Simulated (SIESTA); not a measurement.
PbO (Litharge):

```
Pb O
1.0
     3.99000    0.00000    0.00000
     0.00000    3.99000    0.00000
     0.00000    0.00000    5.01000
Pb O
2 2
Cartesian
  1.9950 0.0000 3.8076
  0.0000 1.9950 1.2024
  1.9950 1.9950 0.0000
  0.0000 0.0000 0.0000
```

Base run:

```yaml
Program: SIESTA 5.4.2
Functional: PBE
Potentials_or_basis: PseudoDojo 0.4 standard (PBE files)
Basis: DZP (energy shift 0.002 Ry)
Grid_cutoff: 800 Ry
Energy_shift: 0.002 Ry
k_mesh: 7 × 7 × 6
Occupations: fermi-dirac, width 0.05 eV
Spin: no spin polarisation
```

Its results: band gap on the k mesh 1.40 eV, indirect (least direct gap 2.28 eV); pressure 5.6 GPa; largest force 0.455 eV/Å.

The run is repeated on the same cell with these changes: functional from PBE to vdW-DF-cx. What comes out?

Band gap on the k mesh 1.41 eV, indirect (least direct gap 2.25 eV); pressure 2.6 GPa; largest force 0.351 eV/Å.

Caveats: semicore shells carry a single zeta, which can move pressures by several GPa and volumes by a few percent; spin-orbit coupling is left out, which as a rule narrows the gap of such compounds by several tenths of an eV; the basis of atomic orbitals isn't converged, which shifts pressures, moduli and gaps; an odd mesh through Γ misses points on the zone boundary, where band edges often lie (some runs); the potentials were made for another functional, which shifts forces and pressure (some runs); the mesh misses the band edges, which the band path finds closer together (some runs).

Not every run made on this cell is shown here.
